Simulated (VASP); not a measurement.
## From VASP inputs to Ansatz: LiH (CsCl)

INCAR

```
NSW = 40
ENCUT = 600
ALGO = Normal
NBANDS = 9
IBRION = 2
LCHARG = .FALSE.
METAGGA = R2SCAN
SIGMA = 0.02
LREAL = .FALSE.
ISMEAR = -1
NELM = 120
PREC = Accurate
LASPH = .TRUE.
ISIF = 3
EDIFF = 1E-7
LWAVE = .FALSE.
EDIFFG = -5E-3
```

KPOINTS

```
KPOINTS created by Atomic Simulation Environment
0
Gamma
10 10 10
0 0 0
```

POSCAR

```
Li H
 1.0000000000000000
     2.5060075266916240   -0.0000000000000000   -0.0000000000000000
     0.0000000000000000    2.5060075266916240    0.0000000000000000
    -0.0000000000000000    0.0000000000000000    2.5060075266916240
 Li  H
   1   1
Cartesian
  0.0000000000000000  0.0000000000000000  0.0000000000000000
  1.2530037633458120  1.2530037633458120  1.2530037633458120
```

VASP ran with the recommended PBE PAW datasets (4 valence electrons in the cell).

Task: Write an Ansatz input for this cell and level of theory.

Result: 

```yaml
crystal:
  lattice:
    - [2.5060075267, 0.0, 0.0]
    - [0.0, 2.5060075267, 0.0]
    - [0.0, 0.0, 2.5060075267]
  atoms:
    - { symbol: Li, position: [0.0, 0.0, 0.0] }
    - { symbol: H, position: [0.5, 0.5, 0.5] }
kpoints:
  mp_grid: { grid: [10, 10, 10] }
hamiltonian:
  xc: r2scan
scf:
  occupations: { method: fermi_dirac, width: 0.02 }
relax:
  f_tol: 0.005
  cell: {}
```

Other inputs would serve too.

```csv
,VASP,Ansatz
relaxed cell vector lengths,"2.494, 2.494, 2.494 Å","2.502, 2.502, 2.502 Å"
relaxed cell volume,15.52 Å³,15.66 Å³
```

The two codes use different PAW datasets and cutoffs. VASP's cell holds 4 valence electrons and Ansatz's 4.
